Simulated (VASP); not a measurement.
# Pm (Fm-3m) in VASP: further runs

The runs below take Pm through single point, with LDA.

Everything below comes from runs of VASP 6.6.1. Logs are shortened: lines on timing, memory, paths and dates and some standing lists are left out, and cuts for length are marked.

## (1) Starting point

Symmetry: Fm-3m, No. 225, cubic system. Conventional cell: a = 5.168 Å, b = 5.168 Å, c = 5.168 Å, α = 90.00°, β = 90.00°, γ = 90.00°. Pm (site symmetry m-3m) has 12 Pm at 3.65 Å as nearest neighbours.

This isn't the form of Pm at room conditions, which is double hcp.

## (2) Single point, LDA, collinear spin, ferromagnetic start

Contents of INCAR:

```
PREC     = Accurate       # precision mode
ENCUT    = 550            # plane-wave cutoff, eV
EDIFF    = 1E-6           # SCF threshold, eV
ISMEAR   = -1             # smearing method
SIGMA    = 0.2            # smearing width, eV
LREAL    = Auto         
LASPH    = T              # aspherical terms in the spheres
NELM     = 100            # most SCF steps
ALGO     = Normal         # electronic algorithm
ISIF     = 2              # what is computed and relaxed
LWAVE    = F              # write WAVECAR
LCHARG   = F              # write CHGCAR
ISPIN    = 2              # spin polarisation
MAGMOM   = 4              # initial moments
LORBIT   = 11             # projections on sites
LMAXMIX  = 6              # l up to which the mixer works
GGA      = CA             # functional
NBANDS   = 18             # bands
ADDGRID  = F
```

Contents of KPOINTS:

```
Automatic mesh
0
Gamma
  9 9 9
```

Contents of POSCAR:

```
Pm
1.0
   -0.0555010000      2.5655700000      2.5293400000
    2.5242190000     -0.0080540000      2.4818930000
    2.6229240000      2.6168280000     -0.1067590000
Pm
1
Direct
    0.0077670000      0.0042080000     -0.0216400000
```

Potentials or basis: VASP PAW PBE potentials, release 64 (Pm).

On the command line:

```bash
> cat potpaw_PBE.64/Pm/POTCAR > POTCAR
> mpirun -np 1 vasp_std > vasp.out
```

OUTCAR:

```text
PREC = Accurate
   ENCUT = 550
   EDIFF = 1E-6
   ISMEAR = -1
   LREAL = Auto
   LASPH = T
   NELM = 100
   ISIF = 2
   ISPIN = 2
   LORBIT = 11
   GGA = CA

 Found    365 irreducible k-points:

 Following reciprocal coordinates:
            Coordinates               Weight
  0.000000  0.000000  0.000000      1.000000
  0.111111  0.000000  0.000000      2.000000
  0.222222  0.000000  0.000000      2.000000
  0.333333 -0.000000  0.000000      2.000000
  0.444444  0.000000  0.000000      2.000000
  0.000000  0.111111 -0.000000      2.000000
   k-points           NKPTS =    365   k-points in BZ     NKDIM =    365   number of bands    NBANDS=     18
   number of dos      NEDOS =    301   number of ions     NIONS =      1
   total plane-waves  NPLWV =  21952
   dimension x,y,z NGX =    28 NGY =   28 NGZ =   28
   dimension x,y,z NGXF=    56 NGYF=   56 NGZF=   56
   ions per type =               1
   NGX,Y,Z   is equivalent  to a cutoff of  12.92, 13.15, 12.56 a.u.
   NGXF,Y,Z  is equivalent  to a cutoff of  25.84, 26.30, 25.12 a.u.
 SYSTEM =  unknown system
   PREC   = accura    normal or accurate (medium, high low for compatibility)
   ISTART =      0    job   : 0-new  1-cont  2-samecut
   ICHARG =      2    charge: 1-file 2-atom 10-const
   ISPIN  =      2    spin polarized calculation?
   LNONCOLLINEAR =      F non collinear calculations
   LSORBIT =      F    spin-orbit coupling
   LASPH  =      T    aspherical Exc in radial PAW
   ENCUT  =  550.0 eV  40.42 Ry    6.36 a.u.   6.89  6.77  7.09*2*pi/ulx,y,z
   NELM   =    100;   NELMIN=  2; NELMDL= -5     # of ELM steps
   EDIFF  = 0.1E-05   stopping-criterion for ELM
   LREAL  =      T    real-space projection
   EDIFFG = 0.1E-04   stopping-criterion for IOM
   NSW    =      0    number of steps for IOM
[... 16 lines left out ...]
     AMIX_MAG =   1.60;   BMIX_MAG =  1.00
  volume/ion in A,a.u.               =      34.51       232.91
  Fermi-wavevector in a.u.,A,eV,Ry     =   1.240052  2.343359 20.922083  1.537730
  Thomas-Fermi vector in A             =   2.374509
   LORBIT       =     11    0 simple, 1 ext, 2 COOP (PROOUT), +10 PAW based schemes
[... 5 lines left out ...]
   LRPA    =     F    only Hartree local field effects (RPA)
 spin polarized calculation
  energy-cutoff  :      550.00
  volume of cell :       34.51
 maximum number of plane-waves:      1031
   NGX = 13   NGY = 13   NGZ = 15

 number of electron      15.0000000 magnetization       5.0937407

 Free energy of the ion-electron system (eV)
  ---------------------------------------------------
  ext. energy  EPLUGINS =         0.00000000
  ---------------------------------------------------
  free energy    TOTEN  =        -8.47181028 eV

  energy without entropy =       -7.53724316  energy(sigma->0) =       -8.00452672

 E-fermi :   5.5630     XC(G=0): -10.0579

 val. band max:        5.5629456350   @ k =   0.2222   0.3333   0.2222
 cond. band min:       5.5630504980   @ k =   0.1111   0.3333   0.1111
 fundamental gap:      0.0001048630
 Fermi energy:         5.5630101088

 spin component 1

 k-point     1 :       0.0000    0.0000    0.0000
  band No.  band energies     occupation
      1     -32.8914      1.00000
      2     -12.9614      1.00000
      3     -12.9016      1.00000
      4     -12.8555      1.00000
      5       1.4290      1.00000
      6       5.1102      0.90587
      7       5.2933      0.79390
      8       5.3271      0.76484
      9       5.3584      0.73559
     10       5.5778      0.48153
     11       5.5885      0.46813
     12       5.6103      0.44111
     13       6.8573      0.00154
     14       7.2618      0.00020
     15       7.7122      0.00002
     16       9.6410      0.00000
     17       9.8531      0.00000
     18      14.8853      0.00000

 k-point     2 :       0.1111    0.0000    0.0000
  band No.  band energies     occupation
      1     -32.8784      1.00000
      2     -13.0510      1.00000
      3     -12.9574      1.00000
      4     -12.8738      1.00000
      5       1.7755      1.00000
      6       5.0912      0.91365
      7       5.2933      0.79388
      8       5.3261      0.76574
      9       5.3715      0.72263
     10       5.5207      0.55265
     11       5.5482      0.51853
     12       5.5984      0.45589
     13       6.9166      0.00115
     14       7.1773      0.00031
     15       7.9171      0.00001
     16       9.5003      0.00000
     17       9.6977      0.00000
     18      15.5237      0.00000

 k-point     3 :       0.2222    0.0000    0.0000
  band No.  band energies     occupation
      1     -32.8450      1.00000
      2     -13.3712      1.00000
      3     -12.9908      1.00000
      4     -12.9185      1.00000
      5       2.6244      1.00000
      6       5.0843      0.91632
      7       5.2611      0.81900
      8       5.3504      0.74323
      9       5.4000      0.69317
     10       5.4384      0.65086
     11       5.4656      0.61944
     12       5.5995      0.45448
     13       6.6685      0.00396
     14       7.2678      0.00020
     15       8.1283      0.00000
     16       9.5349      0.00000
     17       9.7766      0.00000
     18      15.2493      0.00000

 k-point     4 :       0.3333   -0.0000    0.0000
  band No.  band energies     occupation
      1     -32.8068      1.00000
      2     -13.7160      1.00000
      3     -13.0244      1.00000
      4     -12.9680      1.00000
      5       3.3726      0.99998
      6       5.1799      0.87162
      7       5.2723      0.81058
      8       5.3343      0.75836
      9       5.3615      0.73257
     10       5.4636      0.62175
     11       5.4924      0.58740
     12       5.6022      0.45117
     13       6.7294      0.00292
     14       7.0375      0.00063
     15       7.8672      0.00001
     16      10.2377      0.00000
     17      10.6942      0.00000
     18      14.4264      0.00000

 k-point     5 :       0.4444    0.0000    0.0000
  band No.  band energies     occupation
      1     -32.7815      1.00000
      2     -13.9298      1.00000
      3     -13.0464      1.00000
      4     -12.9995      1.00000
      5       3.5977      0.99995
      6       5.1504      0.88725
      7       5.3036      0.78533
      8       5.3264      0.76547
      9       5.4222      0.66904
     10       5.5331      0.53730
     11       5.5432      0.52476
     12       5.6041      0.44885
     13       6.7539      0.00259
     14       7.3419      0.00014
     15       7.6051      0.00004
     16      11.0408      0.00000
     17      11.6732      0.00000
     18      14.2954      0.00000

 k-point     6 :       0.0000    0.1111   -0.0000
  band No.  band energies     occupation
      1     -32.8763      1.00000
      2     -13.0266      1.00000
      3     -12.9690      1.00000
      4     -12.9040      1.00000
      5       1.7953      1.00000
      6       5.0896      0.91429
      7       5.3057      0.78357
      8       5.3223      0.76915
      9       5.3625      0.73155
     10       5.5168      0.55746
     11       5.5409      0.52764
     12       5.5857      0.47169
     13       7.0687      0.00054
     14       7.2227      0.00025
     15       7.7683      0.00002
     16       9.4376      0.00000
     17       9.6363      0.00000
     18      15.5561      0.00000

 [... further k-points ...]

 spin component 2

 k-point     1 :       0.0000    0.0000    0.0000
  band No.  band energies     occupation
      1     -30.9335      1.00000
      2     -11.3952      1.00000
      3     -11.3262      1.00000
      4     -11.2738      1.00000
      5       2.1360      1.00000
      6       7.6855      0.00002
      7       7.7539      0.00002
      8       8.0814      0.00000
      9       8.1143      0.00000
     10       8.1298      0.00000
     11       8.1760      0.00000
     12       8.5733      0.00000
     13       8.5814      0.00000
     14       8.5966      0.00000
     15       8.6282      0.00000
     16      10.5511      0.00000
     17      10.7728      0.00000
     18      15.9029      0.00000

 k-point     2 :       0.1111    0.0000    0.0000
  band No.  band energies     occupation
      1     -30.9186      1.00000
      2     -11.4970      1.00000
      3     -11.3894      1.00000
      4     -11.2941      1.00000
      5       2.4957      1.00000
      6       7.3084      0.00016
      7       7.8067      0.00001
      8       8.0484      0.00000
      9       8.1151      0.00000
     10       8.1788      0.00000
     11       8.3115      0.00000
     12       8.3847      0.00000
     13       8.6075      0.00000
     14       8.6372      0.00000
     15       8.9708      0.00000
     16      10.4446      0.00000
     17      10.6406      0.00000
     18      16.5025      0.00000

 k-point     3 :       0.2222    0.0000    0.0000
  band No.  band energies     occupation
      1     -30.8804      1.00000
      2     -11.8575      1.00000
      3     -11.4269      1.00000
      4     -11.3435      1.00000
      5       3.3689      0.99998
      6       6.9010      0.00124
      7       7.7953      0.00001
      8       7.9706      0.00001
      9       8.1341      0.00000
     10       8.1942      0.00000
     11       8.2605      0.00000
     12       8.5029      0.00000
     13       8.6112      0.00000
     14       8.6805      0.00000
     15       9.1513      0.00000
     16      10.5466      0.00000
     17      10.7895      0.00000
     18      16.0707      0.00000

 k-point     4 :       0.3333   -0.0000    0.0000
  band No.  band energies     occupation
      1     -30.8365      1.00000
      2     -12.2426      1.00000
      3     -11.4643      1.00000
      4     -11.3982      1.00000
      5       4.1290      0.99923
      6       7.0711      0.00053
      7       7.6716      0.00003
      8       7.8700      0.00001
      9       8.1540      0.00000
     10       8.2169      0.00000
     11       8.2390      0.00000
     12       8.5684      0.00000
     13       8.6151      0.00000
     14       8.6229      0.00000
     15       8.8674      0.00000
     16      11.2510      0.00000
     17      11.7326      0.00000
     18      15.3101      0.00000

 k-point     5 :       0.4444    0.0000    0.0000
  band No.  band energies     occupation
      1     -30.8075      1.00000
      2     -12.4799      1.00000
      3     -11.4886      1.00000
      4     -11.4330      1.00000
      5       4.3502      0.99768
      6       7.5243      0.00006
      7       7.5907      0.00004
      8       7.9107      0.00001
      9       8.1657      0.00000
     10       8.2045      0.00000
     11       8.3277      0.00000
     12       8.4957      0.00000
     13       8.5580      0.00000
     14       8.6181      0.00000
     15       8.7917      0.00000
     16      12.0329      0.00000
     17      12.7118      0.00000
     18      15.2485      0.00000

 k-point     6 :       0.0000    0.1111   -0.0000
  band No.  band energies     occupation
      1     -30.9163      1.00000
      2     -11.4680      1.00000
      3     -11.4032      1.00000
      4     -11.3281      1.00000
      5       2.5146      1.00000
      6       7.3904      0.00011
      7       7.7618      0.00002
      8       8.0812      0.00000
      9       8.0999      0.00000
     10       8.1534      0.00000
     11       8.2001      0.00000
     12       8.5349      0.00000
     13       8.5903      0.00000
     14       8.6627      0.00000
     15       8.9101      0.00000
     16      10.3889      0.00000
     17      10.5851      0.00000
     18      16.5160      0.00000

 [... further k-points ...]
[... 5 lines left out ...]
  --------------------------------------------------------------------------------------
  -------------------------------------------------------------------------------------
  Total       -0.4905239     -0.4978372     -0.4550307     -0.0626463      0.0895645      0.2331876
  in kB      -22.7706272    -23.1101192    -21.1229991     -2.9081045      4.1576788     10.8248103
  external PRESSURE =     -22.3345818 kB  Pullay stress =       0.0000000 kB

 VOLUME and BASIS-vectors are now :
 -----------------------------------------------------------------------------
  energy-cutoff  :      550.00
  volume of cell :       34.51
      direct lattice vectors                 reciprocal lattice vectors
    -0.055501000  2.565570000  2.529340000    -0.188150331  0.196421533  0.191996440
     2.524219000 -0.008054000  2.481893000     0.199708474 -0.192047705  0.199180755
     2.622924000  2.616828000 -0.106759000     0.185079531  0.188976904 -0.187622612

 POSITION                                       TOTAL-FORCE (eV/Angst)
 -----------------------------------------------------------------------------------
      2.57635      2.58009     -0.07436         0.000000      0.000000      0.000000
 -----------------------------------------------------------------------------------
    total drift:                               -0.000001      0.000004     -0.000001

  FREE ENERGIE OF THE ION-ELECTRON SYSTEM (eV)
  ---------------------------------------------------
  free  energy   TOTEN  =        -8.4718102793 eV

  energy  without entropy=       -7.5372431580  energy(sigma->0) =       -8.00452672

 total charge

# of ion       s       p       d       f       tot
--------------------------------------------------
    1        2.047   5.471   0.500   4.392  12.410

 magnetization (x)

# of ion       s       p       d       f       tot
--------------------------------------------------
    1        0.000   0.027   0.163   4.373   4.564
```

Run time: 9.5 min. Hardware: 1 thread of Intel Xeon 6975P-C (Granite Rapids), shared host; peak memory 0.37 GiB.

The run converged, but some of its settings lie outside the range that counts as converged, so its numbers aren't taken as properties of the crystal.

What came out:

```
Free energy                                           : -8.4718 eV
Pressure                                              : -2.2 GPa
Band gap on the k mesh                                : none (metal or under the smearing width)
Net moment                                            : 5.09 μB per cell
Site moments                                          : Pm +4.56 μB
Valence electrons inside the program's atomic spheres : Pm 12.41
```

Caveat: the magnetic or orbital state may not be the lowest; the PAW data sets were made with another functional, which shifts forces and pressure a little; spin-orbit coupling is left out, which moves the levels of the heavy elements.

## (3) Single point, LDA, collinear spin, ferromagnetic start

This run uses another cell than the first one, of the same volume but with other edges.

Changes to INCAR since step 2:

```diff
@@ -2,6 +2,6 @@
 ENCUT    = 550            # plane-wave cutoff, eV
-EDIFF    = 1E-6           # SCF threshold, eV
+EDIFF    = 1E-4           # SCF threshold, eV
 ISMEAR   = -1             # smearing method
 SIGMA    = 0.2            # smearing width, eV
-LREAL    = Auto         
+LREAL    = F              # projectors in reciprocal space
 LASPH    = T              # aspherical terms in the spheres
```

KPOINTS is that of step 2.

Contents of POSCAR:

```
Pm
1.0
    0.0000000000      2.5841748100      2.5841748100
    2.5841748100      0.0000000000      2.5841748100
    2.5841748100      2.5841748100      0.0000000000
Pm
1
Direct
    0.0000000000      0.0000000000      0.0000000000
```

Potentials or basis: VASP PAW PBE potentials, release 64 (Pm).

On the command line:

```bash
> cat potpaw_PBE.64/Pm/POTCAR > POTCAR
> mpirun -np 1 vasp_std > vasp.out
```

Run time: 21 s. Hardware: 1 thread of Intel Xeon 6975P-C (Granite Rapids), shared host; peak memory 0.18 GiB.

The run converged, but some of its settings lie outside the range that counts as converged, so its numbers aren't taken as properties of the crystal.

Results:

| Property | Result |
| --- | --- |
| Free energy | -8.4806 eV |
| Pressure | -3.8 GPa |
| Band gap on the k mesh | none (metal or under the smearing width) |
| Net moment | 5.10 μB per cell |
| Site moments | Pm +4.56 μB |
| Valence electrons inside the program's atomic spheres | Pm 12.41 |

Caveat: the magnetic or orbital state may not be the lowest; the PAW data sets were made with another functional, which shifts forces and pressure a little; spin-orbit coupling is left out, which moves the levels of the heavy elements.

(Part 1 of 2 ends here.)
